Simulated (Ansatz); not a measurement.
# LiNbO3: the cost of one run

Method: DFT, PBE, plane-wave PAW, default files, scalar-relativistic, frozen cores, in Ansatz 0.2.0.

## (1) The system as given

It takes space group R3c (No. 161, trigonal). The conventional cell has a = 5.150 Å, b = 5.150 Å, c = 13.865 Å, α = 90.00°, β = 90.00°, γ = 120.00°. Li (site symmetry 3) is surrounded by 6 O at 2.06 to 2.26 Å. Nb (site symmetry 3) is surrounded by 6 O at 1.84 to 2.18 Å. O (site symmetry 1) has 2 Nb at 1.84 to 2.18 Å and 2 Li at 2.06 to 2.26 Å as nearest neighbours.

Structure file:

```cif
data_structure
_symmetry_space_group_name_H-M 'R3c:H'
_symmetry_Int_Tables_number 161
_cell_length_a 5.1502
_cell_length_b 5.1502
_cell_length_c 13.8653
_cell_angle_alpha 90.000
_cell_angle_beta 90.000
_cell_angle_gamma 120.000
_cell_volume 318.50
loop_
_atom_site_label
_atom_site_type_symbol
_atom_site_symmetry_multiplicity
_atom_site_Wyckoff_symbol
_atom_site_fract_x
_atom_site_fract_y
_atom_site_fract_z
_atom_site_occupancy
Li1 Li 6 a 0.00000 0.00000 0.27500 1
Nb1 Nb 6 a 0.00000 0.00000 0.00000 1
O1 O 18 b 0.04810 0.34330 0.05810 1
```

The earlier run gave: gap on the mesh 3.93 eV, largest force 1.178 eV/Å, pressure 7.4 GPa.

The printed gradients, by site:

```tsv
site	atoms	first shell	V_zz (10²¹ V/m²)	η	C_Q (MHz)
Li	1, 2	6 O at 2.06–2.26 Å	0.060	0.00	-0.058 (⁷Li)
Nb	3, 4	6 O at 1.84–2.18 Å	5.98	0.00	-46.2 (⁹³Nb)
O	5, 6, 7, 8, …	2 Nb at 1.84–2.18 Å, 2 Li at 2.06–2.26 Å; also 1 Li at 3.29 Å	2.07	0.95	-1.28 (¹⁷O)
```

Conventions: |V_zz| ≥ |V_yy| ≥ |V_xx|, η = (V_xx − V_yy)/V_zz, C_Q = eQV_zz/h. Q values from Pyykkö, Mol. Phys. 116, 1328 (2018).

## (2) Z stretched by -3 %, ions relaxed

File input.yaml:

```yaml
crystal:
  lattice:
    - [2.5750991265, 1.4867341739, 4.4831169]
    - [-2.5750991265, 1.4867341739, 4.4831169]
    - [0.0, -2.9734683477, 4.4831169]
  atoms:
    - { symbol: Li, position: [0.2776610929, 0.2776610929, 0.2776610929] }
    - { symbol: Li, position: [0.7776610929, 0.7776610929, 0.7776610929] }
    - { symbol: Nb, position: [-0.0043678068, -0.0043678068, -0.0043678068] }
    - { symbol: Nb, position: [0.4956321932, 0.4956321932, 0.4956321932] }
    - { symbol: O, position: [0.1025704477, 0.3585432968, 0.7148929694] }
    - { symbol: O, position: [0.7148929694, 0.1025704477, 0.3585432968] }
    - { symbol: O, position: [0.3585432968, 0.7148929694, 0.1025704477] }
    - { symbol: O, position: [0.2148929694, 0.8585432968, 0.6025704477] }
    - { symbol: O, position: [0.8585432968, 0.6025704477, 0.2148929694] }
    - { symbol: O, position: [0.6025704477, 0.2148929694, 0.8585432968] }
kpoints:
  mp_grid: { grid: [7, 7, 7] }
scf:
  occupations: { method: fermi_dirac, width: 0.02 }
hamiltonian:
  xc: pbe
  pseudopotentials: { kind: paw, frozen_core: stored }
output:
  forces: true
  stress: true
  populations: true
  efg: { quadrupole_moments_barn: { Li: -0.0401, Nb: -0.32, O: -0.02558 } }
relax:
  f_tol: 0.02
  max_steps: 60
```

Started as:

```sh
> ansatz run input.yaml --threads 4 --pin off --max-ram 8192MiB --backend cpu --events-out ev --progress --plain --runs-dir out
```

Q: Estimate wall time and peak memory on 4 threads of Intel Xeon 6975P-C (Granite Rapids), shared host.

About 11 s, with a peak of 0.57 GiB.
